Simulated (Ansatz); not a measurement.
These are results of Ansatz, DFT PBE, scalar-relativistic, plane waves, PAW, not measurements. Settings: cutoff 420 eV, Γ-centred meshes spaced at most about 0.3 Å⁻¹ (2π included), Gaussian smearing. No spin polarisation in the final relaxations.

These are static total energies at zero pressure.

Two relaxed structures of CaO:

A.

```
Ca O
1.0
    -3.56752    3.56752    3.56752
     3.56752   -3.56752    3.56752
     3.56752    3.56752   -3.56752
Ca O
4 4
Cartesian
  -1.1519 1.1519 1.1519
  2.4156 2.4156 2.4156
  1.1519 -1.1519 1.1519
  1.1519 1.1519 -1.1519
  2.4346 -2.4346 2.4346
  1.1329 1.1329 1.1329
  -2.4346 2.4346 2.4346
  2.4346 2.4346 -2.4346
```

B.

```
Ca O
1.0
     0.00000    2.41552    2.41552
     2.41552    0.00000    2.41552
     2.41552    2.41552    0.00000
Ca O
1 1
Direct
  0.00000 0.00000 0.00000
  0.50000 0.50000 0.50000
```

Task: Which would you expect to be lower, and how large is the difference?

Result: B is lower, by 252 meV/atom. A has space group I-43m (No. 217), 22.7 Å³/atom and a gap of 2.55 eV on its mesh; B has the rock salt type, space group Fm-3m (No. 225), 14.1 Å³/atom and a gap of 3.66 eV. Counting O atoms around Ca (those within 1.25 times the shortest such distance or 1.15 times the sum of covalent radii), A has Ca 4 and B has Ca 6. The denser one is the lower, and pressure would at first widen the difference. Both come from invented guesses. The part of the Crystallography Open Database at hand lists CaO in space group No. 225; sharing a group (Fm-3m) doesn't make a cell the listed structure.

Kohn–Sham gaps at this level usually fall short of measured ones. With atoms moved at random, Fm-3m came back. Other cells relaxed within their symmetry can be saddle points.
